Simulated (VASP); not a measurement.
# TePt (R-3m) in VASP: single point with LDA

Aim: the single point of TePt with LDA.

Program: VASP 6.6.1. These are calculated values, not measurements. Logs are shortened: lines on timing, memory, paths and dates and some standing lists are left out, and cuts for length are marked.

**1. The crystal as given**

Symmetry: R-3m, No. 166, trigonal system. Conventional cell: a = 3.963 Å, b = 3.963 Å, c = 19.983 Å, α = 90.00°, β = 90.00°, γ = 120.00°. Te (site symmetry 3m) has 3 Pt at 2.59 Å as nearest neighbours. Pt (site symmetry 3m) has 3 Te at 2.59 Å and 3 Pt at 2.72 Å as nearest neighbours.

**2. Single point, LDA**

File INCAR:

```
SYSTEM = TePt
  ALGO = Fast
  EDIFF = 1E-7
  ENCUT = 520
  ISIF = 2
  ISMEAR = 0
  LASPH = .TRUE.
  LCHARG = .FALSE.
  LREAL = .FALSE.
  LWAVE = .FALSE.
  NBANDS = 24
  NELM = 100
  PREC = Accurate
  SIGMA = 0.15
```

File KPOINTS:

```
k-points
0
G
  15 15 15
  0 0 0
```

File POSCAR:

```
TePt
1.0
    1.9815661262      1.1440577364      6.6610305258
   -1.9815661262      1.1440577364      6.6610305258
    0.0000000000     -2.2881154728      6.6610305258
Te Pt
2 2
Direct
    0.5980000000      0.5980000000      0.5980000000
    0.4020000000      0.4020000000      0.4020000000
    0.8703333333      0.8703333333      0.8703333333
    0.1296666667      0.1296666667      0.1296666667
```

Potentials or basis: VASP PAW LDA potentials, release 64 (Te, Pt).

On the command line:

```bash
$ cat potpaw_LDA.64/Te/POTCAR potpaw_LDA.64/Pt/POTCAR > POTCAR
$ mpirun -np 1 vasp_std > vasp.out
```

OUTCAR:

```text
SYSTEM = TePt
   EDIFF = 1E-7
   ENCUT = 520
   ISIF = 2
   ISMEAR = 0
   LASPH = .TRUE.
   LREAL = .FALSE.
   NELM = 100
   PREC = Accurate

 ion  position               nearest neighbor table
   1  0.598  0.598  0.598-   3 2.59   3 2.59   3 2.59   4 3.54   4 3.54   4 3.54   2 3.57   2 3.57
                             2 3.57
   2  0.402  0.402  0.402-   4 2.59   4 2.59   4 2.59   3 3.54   3 3.54   3 3.54   1 3.57   1 3.57
                             1 3.57
   3  0.870  0.870  0.870-   1 2.59   1 2.59   1 2.59   4 2.72   4 2.72   4 2.72   2 3.54   2 3.54
                             2 3.54
   4  0.130  0.130  0.130-   2 2.59   2 2.59   2 2.59   3 2.72   3 2.72   3 2.72   1 3.54   1 3.54
                             1 3.54

  LATTYP: Found a trigonal (rhomboedric) cell.
 ALAT       =     7.0430675194
 COS(alpha) =     0.8416845021

  Lattice vectors:

 A1 = (   1.9815661262,   1.1440577364,   6.6610305258)
 A2 = (  -1.9815661262,   1.1440577364,   6.6610305258)
 A3 = (   0.0000000000,  -2.2881154728,   6.6610305258)

Analysis of symmetry for initial positions (statically):
=====================================================================
 Subroutine PRICEL returns:
 Original cell was already a primitive cell.

 Routine SETGRP: Setting up the symmetry group for a
 trigonal (rhombohedral) supercell.

 Subroutine GETGRP returns: Found 12 space group operations
 (whereof 12 operations were pure point group operations)
 out of a pool of 12 trial point group operations.

The static configuration has the point symmetry D_3d.

Analysis of symmetry for dynamics (positions and initial velocities):
=====================================================================
 Subroutine PRICEL returns:
 Original cell was already a primitive cell.

 Routine SETGRP: Setting up the symmetry group for a
 trigonal (rhombohedral) supercell.

 Subroutine GETGRP returns: Found 12 space group operations
 (whereof 12 operations were pure point group operations)
 out of a pool of 12 trial point group operations.

The dynamic configuration has the point symmetry D_3d.

 Subroutine INISYM returns: Found 12 space group operations
 (whereof 12 operations are pure point group operations),
 and found     1 'primitive' translations

----------------------------------------------------------------------------------------

                                     Primitive cell

  volume of cell :      90.6044

  direct lattice vectors                    reciprocal lattice vectors
     1.981566126  1.144057736  6.661030526     0.252325670  0.145680293  0.050042307
    -1.981566126  1.144057736  6.661030526    -0.252325670  0.145680293  0.050042307
[... 96 lines left out ...]
   ISYM   =      2    0-nonsym 1-usesym 2-fastsym
   POTIM  = 0.5000    time-step for ionic-motion
   TEBEG  =    0.0;   TEEND  =   0.0 temperature during run
   PSTRESS=    0.0 pullay stress
   NELECT =      32.0000    total number of electrons
   NUPDOWN=      -1.0000    fix difference up-down
   EMIN   =  10.00;   EMAX   =-10.00  energy-range for DOS
   EFERMI =   0.00;   METHOD = LEGACY
   ISMEAR =     0;   SIGMA  =   0.15  broadening in eV -4-tet -1-fermi 0-gaus
   EFERMI_NEDOS =   21; number of points for ismear=-14 and -15
   IALGO  =     68    algorithm
   IMIX   =      4    mixing-type and parameters
     AMIX     =   0.40;   BMIX     =  1.00
     AMIX_MAG =   1.60;   BMIX_MAG =  1.00
  volume/ion in A,a.u.               =      22.65       152.86
  Fermi-wavevector in a.u.,A,eV,Ry     =   1.157200  2.186791 18.219723  1.339112
  Thomas-Fermi vector in A             =   2.293814
   LORBIT       =      0    0 simple, 1 ext, 2 COOP (PROOUT), +10 PAW based schemes
   GGA     = CA    functional components
   LHFCALC =     F    Hartree Fock is set to
   AEXX    =    0.0000 exact exchange contribution
   IVDW    =     0    specifies the selected vdW correction
   LEPSILON=     F    determine dielectric tensor
   LRPA    =     F    only Hartree local field effects (RPA)
 non-spin polarized calculation
 RMM-DIIS sequential band-by-band and
 Gauss-broadening in eV      SIGMA  =   0.15
  energy-cutoff  :      520.00
  volume of cell :       90.60
 maximum number of plane-waves:      2472
 NGX is ok and might be reduce to    54
   NGX = 27   NGY = 27   NGZ = 27

 number of electron      32.0000000 magnetization

 Free energy of the ion-electron system (eV)
  ---------------------------------------------------
  ext. energy  EPLUGINS =         0.00000000
  ---------------------------------------------------
  free energy    TOTEN  =       -24.01831301 eV

  energy without entropy =      -23.99702611  energy(sigma->0) =      -24.00766956

 E-fermi :   8.2917     XC(G=0): -11.1065

 val. band max:        8.2847522049   @ k =   0.4667   0.4667   0.2000
 cond. band min:       8.2919875808   @ k =  -0.4667   0.4667   0.2667
 fundamental gap:      0.0072353759
 Fermi energy:         8.2917060935

 k-point     1 :       0.0000    0.0000    0.0000
  band No.  band energies     occupation
      1      -5.0542      2.00000
      2      -3.5180      2.00000
      3       1.5032      2.00000
      4       2.7697      2.00000
      5       2.7697      2.00000
      6       3.4696      2.00000
[... 637 lines left out ...]
     23      15.1426      0.00000
     24      15.3525      0.00000

 [... further k-points ...]

------------------------ aborting loop because EDIFF is reached ----------------------------------------

  FORCE on cell =-STRESS in cart. coord.  units (eV):
  Direction    XX          YY          ZZ          XY          YZ          ZX
  --------------------------------------------------------------------------------------
  -------------------------------------------------------------------------------------
  Total       -1.5915028     -1.5915028     -1.3234411      0.0000000      0.0000000      0.0000000
  in kB      -28.1428970    -28.1428970    -23.4027020      0.0000000      0.0000000      0.0000000
  external PRESSURE =     -26.5628320 kB  Pullay stress =       0.0000000 kB

 VOLUME and BASIS-vectors are now :
 -----------------------------------------------------------------------------
  energy-cutoff  :      520.00
  volume of cell :       90.60
      direct lattice vectors                 reciprocal lattice vectors
     1.981566126  1.144057736  6.661030526     0.252325670  0.145680293  0.050042307
    -1.981566126  1.144057736  6.661030526    -0.252325670  0.145680293  0.050042307
     0.000000000 -2.288115473  6.661030526     0.000000000 -0.291360587  0.050042307

 POSITION                                       TOTAL-FORCE (eV/Angst)
 -----------------------------------------------------------------------------------
      0.00000      0.00000     11.94989         0.000000      0.000000     -0.087641
      0.00000      0.00000      8.03320         0.000000     -0.000000      0.087641
      0.00000      0.00000     17.39195         0.000000     -0.000000     -0.179471
      0.00000      0.00000      2.59114         0.000000      0.000000      0.179471
 -----------------------------------------------------------------------------------
    total drift:                                0.000000     -0.000000      0.000000

  FREE ENERGIE OF THE ION-ELECTRON SYSTEM (eV)
  ---------------------------------------------------
  free  energy   TOTEN  =       -24.0183130062 eV

  energy  without entropy=      -23.9970261105  energy(sigma->0) =      -24.00766956
```

OSZICAR:

```text
N       E                     dE             d eps       ncg     rms          rms(c)
DAV:   1     0.164166410465E+03    0.16417E+03   -0.14063E+04 16512   0.118E+03
DAV:   2    -0.176379172658E+02   -0.18180E+03   -0.16861E+03 19784   0.227E+02
DAV:   3    -0.246874053935E+02   -0.70495E+01   -0.69410E+01 20408   0.446E+01
DAV:   4    -0.247811636489E+02   -0.93758E-01   -0.93731E-01 19744   0.565E+00
DAV:   5    -0.247829500177E+02   -0.17864E-02   -0.17863E-02 20864   0.733E-01    0.162E+01
RMM:   6    -0.241823690774E+02    0.60058E+00   -0.15332E+00 16516   0.710E+00    0.892E+00
RMM:   7    -0.240583616206E+02    0.12401E+00   -0.22386E-01 16526   0.214E+00    0.335E+00
RMM:   8    -0.240197123988E+02    0.38649E-01   -0.13360E-01 17062   0.214E+00    0.716E-01
RMM:   9    -0.240183231353E+02    0.13893E-02   -0.15662E-02 17840   0.703E-01    0.198E-01
RMM:  10    -0.240183126551E+02    0.10480E-04   -0.20294E-03 19556   0.259E-01    0.136E-01
RMM:  11    -0.240183115436E+02    0.11115E-05   -0.34912E-04 19202   0.112E-01    0.477E-02
RMM:  12    -0.240183138404E+02   -0.22968E-05   -0.99444E-05 18937   0.546E-02    0.201E-02
RMM:  13    -0.240183134791E+02    0.36129E-06   -0.16133E-05 19813   0.221E-02    0.125E-02
RMM:  14    -0.240183130038E+02    0.47530E-06   -0.46807E-06 18852   0.119E-02    0.618E-03
RMM:  15    -0.240183130062E+02   -0.23761E-08   -0.88975E-07 18018   0.526E-03
   1 F= -.24018313E+02 E0= -.24007670E+02  d E =-.212869E-01
```

stdout:

```text
POSCAR found type information on POSCAR TePt
 POSCAR found :  2 types and       4 ions
 scaLAPACK will be used
 LDA part: xc-table for (Slater(with rela. corr.)+CA(PZ))
 , standard interpolation
 POSCAR, INCAR and KPOINTS ok, starting setup
 FFT: planning ... GRIDC
 FFT: planning ... GRID_SOFT
 FFT: planning ... GRID
 WAVECAR not read
 entering main loop
```

It took 25 min on 1 thread of Intel Xeon 6975P-C (Granite Rapids), shared host; peak memory 0.81 GiB.

Results:

```yaml
Free_energy: -24.0183 eV
Pressure: -2.7 GPa
Largest_force: 0.179 eV/Å
Band_gap_on_the_k_mesh: none (metal or under the smearing width)
```

Forces in eV/Å, atoms in the order of the input:
```
Te   0.000  0.000 -0.088
Te   0.000  0.000  0.088
Pt   0.000  0.000 -0.179
Pt   0.000  0.000  0.179
```

Stress tensor (GPa, compression positive):
```
-2.81  0.00  0.00
 0.00 -2.81  0.00
 0.00  0.00 -2.34
```

The run has no spin-orbit coupling, so splittings on Pt, Te are missing.
